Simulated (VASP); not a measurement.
Crystal: InP.

```
CELL_PARAMETERS angstrom
0.00000 2.93050 2.93050
2.93050 0.00000 2.93050
2.93050 2.93050 0.00000
ATOMIC_POSITIONS crystal
In 0.00000 0.00000 0.00000
P 0.25000 0.25000 0.25000
```

| Property | Result |
| --- | --- |
| Program | VASP 6.6.1 |
| Task | relaxation of cell and atoms |
| Functional | r2SCAN |
| Potentials or basis | VASP PAW PBE potentials, release 64 (In_d, P) |
| Cutoff | 600 eV |
| k mesh | 8 × 8 × 8 |
| Occupations | gaussian, width 0.03 eV |
| Spin | no spin polarisation |

At the start: pressure 1.6 GPa; volume 25.17 Å³/atom.

**Question.** How do energy, volume and symmetry change on relaxing?

**Answer.** Over 3 steps the energy falls by 2.8 meV/atom and the volume is 25.73 Å³/atom (+2.2 %); space group F-43m (No. 216, to 0.05 Å).

Step by step:
```
step  energy change (eV)  largest force (eV/Å)  pressure (GPa)  volume (Å³)
   1              0.0000                0.0000            1.62        50.33
   2             -0.0032                0.0000           -0.91        52.21
   3             -0.0055                0.0000            0.02        51.45
```

Final structure:
```yaml
crystal:
  lattice:
    - [0.00000, 2.95206, 2.95206]
    - [2.95206, 0.00000, 2.95206]
    - [2.95206, 2.95206, 0.00000]
  atoms:
    - { symbol: In, position: [0.00000, 0.00000, 0.00000] }
    - { symbol: P, position: [0.25000, 0.25000, 0.25000] }
```

Caveat: the PAW data sets were made with another functional, which shifts forces and pressure a little.
